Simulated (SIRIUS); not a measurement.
# SnTe under changes of volume

One of the cells (31.907 Å³/atom); the others are scaled copies at fixed shape and fractional positions:

```
Te Sn
1.0
     0.00000    3.17172    3.17172
     3.17172    0.00000    3.17172
     3.17172    3.17172    0.00000
Te Sn
1 1
Cartesian
  3.1717 3.1717 3.1717
  0.0000 0.0000 0.0000
```

```yaml
Program: SIRIUS 7.10.0
Functional: PBEsol
Potentials_or_basis: PseudoDojo 0.4.1 PBEsol standard (scalar relativistic)
Cutoff: 1102 eV
Density_cutoff: 4408 eV
k_mesh: 7 × 7 × 7
Occupations: fermi-dirac, width 0.05 eV
Spin: no spin polarisation
```

```tsv
volume (Å³/atom)	energy over the lowest point (meV/atom)	pressure (GPa)
29.404	13.73	2.9
30.030	4.64	1.7
30.656	0.00	0.6
31.907	?	?
32.532	8.35	-2.0
33.158	17.31	-2.7
```

**Question.** What does the run at 31.907 Å³/atom give?

**Answer.** Energy over the lowest point 2.25 meV/atom; pressure -1.2 GPa.

Worked out: A Birch-Murnaghan fit of order 3 (a polynomial in V^(-2/3)) to the other rows has its minimum at 31.08 Å³/atom with B0 = V·E''(V) = 47 GPa and B' = 4.5. It gives 2.26 meV/atom at 31.907 Å³/atom, against the run's 2.25, and -dE/dV = -1.2 GPa, against -1.2.

Energies are extrapolated to zero smearing.
